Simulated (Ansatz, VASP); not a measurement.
One calculation of CdSe, two programs

INCAR

```
SYSTEM = CdSe
PREC = Accurate ; ENCUT = 520
EDIFF = 1E-7 ; ISMEAR = -1
SIGMA = 0.05 ; LREAL = .False.
LASPH = .True. ; NELM = 60
ALGO = Normal ; ISIF = 2
LWAVE = .False. ; LCHARG = .False.
NBANDS = 16
```

KPOINTS

```
regular mesh
0
Gamma
  8 8 8
  0 0 0
```

Contents of POSCAR:

```
CdSe
1.0
    0.0000000000      2.8351159683      2.8351159683
    2.8351159683      0.0000000000      2.8351159683
    2.8351159683      2.8351159683      0.0000000000
Cd Se
1 1
Direct
    0.0000000000      0.0000000000      0.0000000000
    0.5000000000      0.5000000000      0.5000000000
```

Contents of input.yaml:

```yaml
crystal:
  lattice:
    - [0.0, 2.8351159683, 2.8351159683]
    - [2.8351159683, 0.0, 2.8351159683]
    - [2.8351159683, 2.8351159683, 0.0]
  atoms:
    - { symbol: Cd, position: [0.0, 0.0, 0.0] }
    - { symbol: Se, position: [0.5, 0.5, 0.5] }
hamiltonian:
  xc: lda
  pseudopotentials: { kind: paw }
kpoints:
  mp_grid: { grid: [8, 8, 8] }
scf:
  occupations: { method: fermi_dirac, width: 0.05 }
output:
  forces: true
  stress: true
  eigenvalues: true
```

Measurements of this composition are mostly on another form, of space group No. 186.

Alike in both runs: task single point; functional LDA; k mesh 8 × 8 × 8; occupations fermi-dirac, width 0.05 eV; no spin polarisation.

|  | VASP | Ansatz |
| --- | --- | --- |
| version | VASP 6.6.1 | Ansatz 0.2.0 |
| potentials or method | VASP PAW LDA potentials, release 64 (Cd, Se) | Ansatz PAW |
| plane-wave cutoff (eV) | 520 | 420 |
| valence electrons in the cell | 18 | 36 |

|  | VASP | Ansatz | Ansatz less VASP |
| --- | --- | --- | --- |
| gap on the k mesh at the Fermi level (eV) | none | none | - |
| pressure (GPa) | -3.3 | -3.8 | -0.50 |

A gap of «none» marks a metal or a gap that the smearing closes. The two sets of potentials don't hold the same shells in valence.

Caveats: the PAW data sets come from PBE, with cores solved anew for the run's functional, which leaves a small shift of forces and pressure (Ansatz).
